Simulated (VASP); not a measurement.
# Ba (P6/mmm) in VASP: further runs

One crystal, Ba, is run at these levels: LDA; tasks: single point.

Program: VASP 6.6.1. These are calculated values, not measurements. Logs are shortened: lines on timing, memory, paths and dates and some standing lists are left out, and cuts for length are marked.

## (1) The structure

The structure is hexagonal, space group P6/mmm (No. 191). Conventional cell: a = 4.312 Å, b = 4.312 Å, c = 3.913 Å, α = 90.00°, β = 90.00°, γ = 120.00°. Ba (site symmetry 6/mmm) is surrounded by 8 Ba at 3.91 to 4.31 Å.

This isn't the form of Ba at room conditions, which is bcc.

## (2) Single point, LDA

The input, INCAR:

```
SYSTEM = Ba
ADDGRID = .False.
ALGO = Normal
EDIFF = 1E-6
ENCUT = 250
GGA = CA
ISIF = 2
ISMEAR = -1
LASPH = .True.
LCHARG = .False.
LREAL = .False.
LWAVE = .False.
NBANDS = 11
NELM = 100
PREC = Accurate
SIGMA = 0.2
```

The input, KPOINTS:

```
k-points
0
Gamma
  10 10 10
  0 0 0
```

The input, POSCAR:

```
Ba
1.0
    4.3404360000      0.0427450000      0.0778240000
   -2.1332000000      3.6827230000     -0.0419260000
    0.0706370000     -0.0031590000      3.9204320000
Ba
1
Direct
    0.0107920000      0.0146870000     -0.0229320000
```

Potentials or basis: VASP PAW LDA potentials, release 64 (Ba_sv).

The run is started by

```console
> cat potpaw_LDA.64/Ba_sv/POTCAR > POTCAR
> mpirun -np 1 vasp_std > vasp.out
```

OUTCAR:

```text
SYSTEM = Ba
   EDIFF = 1E-6
   ENCUT = 250
   GGA = CA
   ISIF = 2
   ISMEAR = -1
   LASPH = .True.
   LREAL = .False.
   NELM = 100
   PREC = Accurate

 Found    504 irreducible k-points:

 Following reciprocal coordinates:
            Coordinates               Weight
  0.000000  0.000000  0.000000      1.000000
  0.100000  0.000000 -0.000000      2.000000
  0.200000  0.000000 -0.000000      2.000000
  0.300000 -0.000000  0.000000      2.000000
  0.400000 -0.000000 -0.000000      2.000000
  0.500000 -0.000000  0.000000      1.000000
   k-points           NKPTS =    504   k-points in BZ     NKDIM =    504   number of bands    NBANDS=     11
   number of dos      NEDOS =    301   number of ions     NIONS =      1
   total plane-waves  NPLWV =  11520
   dimension x,y,z NGX =    24 NGY =   24 NGZ =   20
   dimension x,y,z NGXF=    48 NGYF=   48 NGZF=   40
   ions per type =               1
   NGX,Y,Z   is equivalent  to a cutoff of   9.19,  9.37,  8.48 a.u.
   NGXF,Y,Z  is equivalent  to a cutoff of  18.38, 18.75, 16.96 a.u.
 SYSTEM =  Ba
   PREC   = accura    normal or accurate (medium, high low for compatibility)
   ISTART =      0    job   : 0-new  1-cont  2-samecut
   ICHARG =      2    charge: 1-file 2-atom 10-const
   ISPIN  =      1    spin polarized calculation?
   LNONCOLLINEAR =      F non collinear calculations
   LSORBIT =      F    spin-orbit coupling
   LASPH  =      T    aspherical Exc in radial PAW
   ENCUT  =  250.0 eV  18.37 Ry    4.29 a.u.   5.60  5.49  5.06*2*pi/ulx,y,z
   NELM   =    100;   NELMIN=  2; NELMDL= -5     # of ELM steps
   EDIFF  = 0.1E-05   stopping-criterion for ELM
   LREAL  =      F    real-space projection
   EDIFFG = 0.1E-04   stopping-criterion for IOM
   NSW    =      0    number of steps for IOM
   IBRION =     -1    ionic relax: 0-MD 1-quasi-New 2-CG
   NFREE  =      0    steps in history (QN), initial steepest desc. (CG)
   ISIF   =      2    stress and relaxation
   ISYM   =      2    0-nonsym 1-usesym 2-fastsym
   POTIM  = 0.5000    time-step for ionic-motion
   TEBEG  =    0.0;   TEEND  =   0.0 temperature during run
   PSTRESS=    0.0 pullay stress
   NELECT =      10.0000    total number of electrons
   NUPDOWN=      -1.0000    fix difference up-down
   EMIN   =  10.00;   EMAX   =-10.00  energy-range for DOS
   EFERMI =   0.00;   METHOD = LEGACY
   ISMEAR =    -1;   SIGMA  =   0.20  broadening in eV -4-tet -1-fermi 0-gaus
   EFERMI_NEDOS =   21; number of points for ismear=-14 and -15
   IALGO  =     38    algorithm
   IMIX   =      4    mixing-type and parameters
     AMIX     =   0.40;   BMIX     =  1.00
     AMIX_MAG =   1.60;   BMIX_MAG =  1.00
  volume/ion in A,a.u.               =      63.00       425.17
  Fermi-wavevector in a.u.,A,eV,Ry     =   0.886379  1.675014 10.689661  0.785668
  Thomas-Fermi vector in A             =   2.007537
   LORBIT       =      0    0 simple, 1 ext, 2 COOP (PROOUT), +10 PAW based schemes
   GGA     = CA    functional components
   LHFCALC =     F    Hartree Fock is set to
   AEXX    =    0.0000 exact exchange contribution
   IVDW    =     0    specifies the selected vdW correction
   LEPSILON=     F    determine dielectric tensor
   LRPA    =     F    only Hartree local field effects (RPA)
 non-spin polarized calculation
  energy-cutoff  :      250.00
  volume of cell :       63.00
 maximum number of plane-waves:       581
 NGX is ok and might be reduce to    24
   NGX = 11   NGY = 11   NGZ = 11

 number of electron      10.0000000 magnetization

 number of electron       9.9999999 magnetization

 Free energy of the ion-electron system (eV)
  ---------------------------------------------------
  ext. energy  EPLUGINS =         0.00000000
  ---------------------------------------------------
  free energy    TOTEN  =        -2.14159245 eV

  energy without entropy =       -1.90708834  energy(sigma->0) =       -2.02434039

 E-fermi :   1.3904     XC(G=0):  -7.5979

 val. band max:        1.3690636828   @ k =   0.2000   0.4000   0.3000
 cond. band min:       1.4030467374   @ k =   0.2000   0.4000   0.2000
 fundamental gap:      0.0339830547
 Fermi energy:         1.3904492725

 k-point     1 :       0.0000    0.0000    0.0000
  band No.  band energies     occupation
      1     -27.5343      2.00000
      2     -12.4878      2.00000
      3     -12.4689      2.00000
      4     -12.3789      2.00000
      5      -1.2691      2.00000
      6       1.4752      0.79127
      7       2.9721      0.00074
      8       3.2448      0.00019
      9       6.2392      0.00000
     10       6.3084      0.00000
     11       7.5505      0.00000

 k-point     2 :       0.1000    0.0000   -0.0000
  band No.  band energies     occupation
      1     -27.5305      2.00000
      2     -12.5371      2.00000
      3     -12.4792      2.00000
      4     -12.3742      2.00000
      5      -1.1029      1.99999
      6       1.5439      0.63412
      7       2.7483      0.00225
      8       3.4095      0.00008
      9       5.9227      0.00000
     10       6.2664      0.00000
     11       8.0258      0.00000

 k-point     3 :       0.2000    0.0000   -0.0000
  band No.  band energies     occupation
      1     -27.5206      2.00000
      2     -12.6629      2.00000
      3     -12.5058      2.00000
      4     -12.3619      2.00000
      5      -0.6563      1.99993
      6       1.7003      0.35042
      7       2.3432      0.01692
      8       3.8922      0.00001
      9       5.3365      0.00000
     10       6.1643      0.00000
     11       8.5971      0.00000

 k-point     4 :       0.3000   -0.0000    0.0000
  band No.  band energies     occupation
      1     -27.5082      2.00000
      2     -12.8121      2.00000
      3     -12.5382      2.00000
      4     -12.3464      2.00000
      5      -0.0880      1.99877
      6       1.6925      0.36179
      7       2.2603      0.02550
      8       4.6473      0.00000
      9       4.8245      0.00000
     10       6.0460      0.00000
     11       7.7485      0.00000

 k-point     5 :       0.4000   -0.0000   -0.0000
  band No.  band energies     occupation
      1     -27.4982      2.00000
      2     -12.9282      2.00000
      3     -12.5641      2.00000
      4     -12.3338      2.00000
      5       0.3339      1.98989
      6       1.6622      0.40890
      7       2.4007      0.01272
      8       4.4898      0.00000
      9       5.5695      0.00000
     10       5.9564      0.00000
     11       7.3158      0.00000

 k-point     6 :       0.5000   -0.0000    0.0000
  band No.  band energies     occupation
      1     -27.4943      2.00000
      2     -12.9715      2.00000
      3     -12.5740      2.00000
      4     -12.3290      2.00000
      5       0.4517      1.98186
      6       1.7485      0.28613
      7       2.4260      0.01122
      8       4.3741      0.00000
      9       5.9197      0.00000
     10       6.1821      0.00000
     11       7.2895      0.00000

 [... further k-points ...]

------------------------ aborting loop because EDIFF is reached ----------------------------------------

  FORCE on cell =-STRESS in cart. coord.  units (eV):
  Direction    XX          YY          ZZ          XY          YZ          ZX
  --------------------------------------------------------------------------------------
  -------------------------------------------------------------------------------------
  Total       -0.6112042     -0.5330935     -0.2430254     -0.0547680     -0.0023933      0.0540326
  in kB      -15.5428617    -13.5565137     -6.1801099     -1.3927459     -0.0608611      1.3740437
  external PRESSURE =     -11.7598284 kB  Pullay stress =       0.0000000 kB

 VOLUME and BASIS-vectors are now :
 -----------------------------------------------------------------------------
  energy-cutoff  :      250.00
  volume of cell :       63.00
      direct lattice vectors                 reciprocal lattice vectors
     4.340436000  0.042745000  0.077824000     0.229156949  0.132692299 -0.004021951
    -2.133200000  3.682723000 -0.041926000    -0.002663728  0.269998278  0.000265553
     0.070637000 -0.003159000  3.920432000    -0.004577452  0.000253366  0.255156610

 POSITION                                       TOTAL-FORCE (eV/Angst)
 -----------------------------------------------------------------------------------
      0.08453      0.05146      3.83075         0.000000      0.000000      0.000000
 -----------------------------------------------------------------------------------
    total drift:                               -0.000005      0.000004      0.000015

  FREE ENERGIE OF THE ION-ELECTRON SYSTEM (eV)
  ---------------------------------------------------
  free  energy   TOTEN  =        -2.1415924490 eV

  energy  without entropy=       -1.9070883391  energy(sigma->0) =       -2.02434039
```

It took 22 s on 1 thread of Intel Xeon 6975P-C (Granite Rapids), shared host; peak memory 0.21 GiB.

The run converged, but some of its settings lie outside the range that counts as converged, so its numbers aren't taken as properties of the crystal.

What came out:

| Property | Result |
| --- | --- |
| Free energy | -2.1416 eV |
| Pressure | -1.2 GPa |
| Band gap on the k mesh | none (metal or under the smearing width) |

## (3) Single point, LDA

Edit INCAR of step 2 so:

```diff
@@ -4,3 +4,3 @@
 EDIFF = 1E-6
-ENCUT = 250
+ENCUT = 300
 GGA = CA
```

KPOINTS is that of step 2.

The input, POSCAR:

```
Ba
1.0
    4.3116136979      0.0000000000      0.0000000000
   -2.1558068490      3.7339669937      0.0000000000
    0.0000000000      0.0000000000      3.9134133000
Ba
1
Direct
    0.0000000000      0.0000000000      0.0000000000
```

Potentials or basis: VASP PAW LDA potentials, release 64 (Ba_sv).

The run is started by

```console
> cat potpaw_LDA.64/Ba_sv/POTCAR > POTCAR
> mpirun -np 1 vasp_std > vasp.out
```

Run time: 5 s. Hardware: 1 thread of Intel Xeon 6975P-C (Granite Rapids), shared host; peak memory 0.14 GiB.

The run converged, but some of its settings lie outside the range that counts as converged, so its numbers aren't taken as properties of the crystal.

Results:

* Free energy: -2.1401 eV
* Pressure: -1.1 GPa
* Band gap on the k mesh: none (metal or under the smearing width)

## (4) Single point, LDA

INCAR is that of step 3.

KPOINTS is that of step 3.

The input, POSCAR:

```
Ba
1.0
    4.3404360000      0.0427450000      0.0778240000
   -2.1332000000      3.6827230000     -0.0419260000
    0.0706370000     -0.0031590000      3.9204320000
Ba
1
Direct
    0.0107920000      0.0146870000     -0.0229320000
```

The run is started by

```console
> cat potpaw_LDA.64/Ba_sv/POTCAR > POTCAR
> mpirun -np 1 vasp_std > vasp.out
```

Run time: 34 s. Hardware: 1 thread of Intel Xeon 6975P-C (Granite Rapids), shared host; peak memory 0.25 GiB.

These settings aren't checked as converged: the numbers below hold their error.

What came out:

- Free energy: -2.1408 eV
- Pressure: -1.1 GPa
- Band gap on the k mesh: none (metal or under the smearing width)

## (5) For comparison

An earlier run on the cell as given: functional PBE; potentials or basis VASP PAW PBE potentials, release 64 (Ba_sv); cutoff 520 eV; k mesh 7 × 7 × 7; occupations fermi-dirac, width 0.05 eV; no spin polarisation.

- Pressure: -0.1 GPa
- Band gap on the k mesh: none (metal or under the smearing width)
